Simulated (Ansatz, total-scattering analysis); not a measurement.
## The surroundings of Ti by a first difference

Two samples of TiO2 (Ti 33.3, O 66.7 atom %; 2300 K, fixed volume (mean pressure 2.0 GPa); ρ₀ = 0.0724 Å⁻³) differ only in the isotope of Ti: 46Ti (b = 4.72 fm) and 48Ti (b = -5.86 fm). Other lengths: O 5.8037 fm. The data are simulated by ab initio molecular dynamics with Ansatz (PBE, plane waves, PAW default files, Langevin thermostat, no spin, fixed volume), at a lowered cutoff of 330 eV. The average runs over 0.79 ps of 72 atoms, so shells between rare elements are rough. Mean temperature 2328 K, largest m.s.d. 0.93 Å², energy drift +43 meV an atom (last third less first), Langevin friction 10 ps⁻¹; the first quarter of the run is discarded. Start: last frame of a classical run of this cell at the same density and temperature. So short a stretch relaxes bonds and nearest shells but still remembers its start. It is a melt by its history, in a run too short to show flow. The potential energy rises by 43 meV an atom from the first to the last third of the average, so the sample is still heating or disordering and this is no equilibrium average. The partials come from the cell's reciprocal vectors below 4 Å⁻¹ and from g(r) above; absorption, incoherent and inelastic scattering are left out. F(Q) = Σ ci cj bi bj (Sij − 1), in barn per steradian and atom:

```
Q (Å⁻¹)    46Ti    48Ti  difference
    0.9  -0.242  -0.332       0.090
    1.2  -0.216  -0.324       0.108
    1.5  -0.178  -0.312       0.134
    1.8  -0.085  -0.212       0.127
    2.1  -0.134  -0.020      -0.115
    2.4  -0.070   0.479      -0.549
    2.7   0.000   0.380      -0.380
    3.0  -0.007   0.051      -0.058
    3.3  -0.001  -0.092       0.091
    3.6   0.003  -0.130       0.133
    3.9   0.028  -0.107       0.135
    4.2   0.052  -0.083       0.135
    4.5   0.057  -0.060       0.117
    4.8   0.036  -0.006       0.042
    5.1   0.002   0.043      -0.041
    5.4  -0.027   0.058      -0.085
    5.7  -0.041   0.049      -0.090
    6.0  -0.042   0.032      -0.074
    6.3  -0.031   0.016      -0.048
    6.6  -0.011   0.001      -0.012
    6.9   0.012  -0.014       0.027
    7.2   0.027  -0.025       0.052
    7.5   0.028  -0.025       0.054
    7.8   0.021  -0.021       0.042
    8.1   0.010  -0.014       0.024
    8.4  -0.002  -0.003       0.002
    8.7  -0.009   0.010      -0.020
    9.0  -0.012   0.018      -0.031
    9.3  -0.013   0.018      -0.032
    9.6  -0.013   0.013      -0.026
    9.9  -0.008   0.005      -0.014
   10.2   0.001  -0.002       0.002
   10.5   0.007  -0.007       0.014
   10.8   0.010  -0.008       0.018
```

The first difference in real space, ΔG(r), in barn (from the pair functions, so without the broadening of a finite Q range):

```tsv
r (Å)	first difference G(r)
1.14	-0.260
1.22	-0.260
1.30	-0.260
1.38	-0.260
1.46	-0.260
1.54	-0.239
1.62	-0.030
1.70	0.524
1.78	1.071
1.86	1.049
1.94	0.810
2.02	0.519
2.10	0.306
2.18	0.099
2.26	-0.019
2.34	-0.076
2.42	-0.114
2.50	-0.141
2.58	-0.173
2.66	-0.182
2.74	-0.186
2.82	-0.192
2.90	-0.189
2.98	-0.187
3.06	-0.177
3.14	-0.169
3.22	-0.145
3.30	-0.121
3.38	-0.099
3.46	-0.092
3.54	-0.055
3.62	-0.041
3.70	-0.016
3.78	0.004
3.86	0.047
3.94	0.061
4.02	0.083
4.10	0.075
4.18	0.097
4.26	0.113
4.34	0.124
```

Q: What does the difference say of the neighbours of Ti?

Pairs without Ti cancel. ΔG(r) = Σ W [g(r) − 1] with W = 2 c(Ti) c(j) b(j) Δb, and c(Ti)² (b₁² − b₂²) for Ti–Ti: Ti–Ti -0.0134, Ti–O 0.2729 barn. At small r, ΔG → −ΣW = -0.259; in this finite cell the Ti–Ti term carries (N − 1)/N with N = 24 atoms of Ti, which gives -0.260.

The first feature, at 1.81 Å, is Ti–O. n = 4πρ₀ c(O)/W ∫ r² [ΔG − ΔG(0)] dr up to 2.84 Å gives 5.2 O around each Ti; the coordinates give 5.19 up to 2.84 Å.

Shells of Ti from the coordinates: Ti–O at 1.81 Å, 5.2 neighbours to 2.84 Å; Ti–Ti at 3.52 Å, 7.4 neighbours to 4.24 Å, a soft count (first peaks with a usable minimum only).

[Logs are printed without paths, hosts, clocks, repeated set-up lines and the standing remarks that a program may print on its own settings, such as how far it seeks lower states.]
